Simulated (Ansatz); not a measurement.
PtS2:

```
Pt S
1.0
     3.54320    0.00000    0.00000
    -1.77160    3.06850    0.00000
     0.00000    0.00000    5.03880
Pt S
1 2
Direct
  0.00000 0.00000 0.00000
  0.66667 0.33333 0.77300
  0.33333 0.66667 0.22700
```

Base run:

```yaml
Program: Ansatz 0.2.0
Functional: HSE06 form with a typed share of exact exchange
Potentials_or_basis: Ansatz PAW
Cutoff: "420 eV (not typed: the program's choice for these potentials)"
k_mesh: 5 × 5 × 3
Occupations: fermi-dirac, width 0.05 eV
Spin: no spin polarisation
```

Its results: band gap on the k mesh 2.06 eV, indirect (least direct gap 2.33 eV); pressure 6.8 GPa; largest force 0.885 eV/Å.

**Question.** The run is repeated on the same cell with these changes: screening (1/å) from 0.15 to 0.3. What comes out?

**Answer.** Band gap on the k mesh 1.77 eV, indirect (least direct gap 2.03 eV); pressure 7.4 GPa; largest force 0.937 eV/Å.

Caveats: odd divisions of the mesh miss points on the zone boundary, where band edges often lie, so the gap on the mesh can be too wide; spin-orbit coupling is left out, which moves the levels of the heavy elements; the PAW data sets come from PBE, with cores solved anew for the run's functional, which leaves a small shift of forces and pressure; the thresholds are loose for stress.

A k mesh can miss the band edges.
